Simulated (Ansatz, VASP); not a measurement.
Ni: VASP beside Ansatz

```xyz
1
Lattice="2.4118 0.0000 0.0000 -1.2059 2.0886 0.0000 0.0000 0.0000 2.3484" Properties=species:S:1:pos:R:3 pbc="T T T"
Ni    0.0000    0.0000    0.0000
```

Alike in both runs: functional PBE; k mesh 27 × 27 × 24; occupations gaussian, width 0.1 eV; collinear spin.

Ansatz relaxed the structure, and its values are those at the end. VASP's run is a single point on that final structure, the one shown.

```csv
,VASP,Ansatz
version,VASP 6.6.1,Ansatz 0.2.0
potentials or method,"VASP PAW PBE potentials, release 64 (Ni)","scalar-relativistic, plane waves, PAW"
plane-wave cutoff (eV),520,420
valence electrons in the cell,10,18
```

VASP gave:

```
gap on the k mesh at the Fermi level (eV)                     : none
pressure (GPa)                                                : -0.2
net moment per atom (μB)                                      : 0.50
size of the moment on the site where the two differ most (μB) : 0.51
```

Q: Which values does Ansatz return?

A: gap on the k mesh at the Fermi level (eV): none; pressure (GPa): 0.0; net moment per atom (μB): 0.53; size of the moment on the site where the two differ most (μB): 0.55.

Site moments also hang on the region over which each program counts them. A gap of «none» marks a metal or a gap that the smearing closes. The functional is the same, so the differences come from potentials, cutoffs and numerics. The two sets of potentials don't hold the same shells in valence.
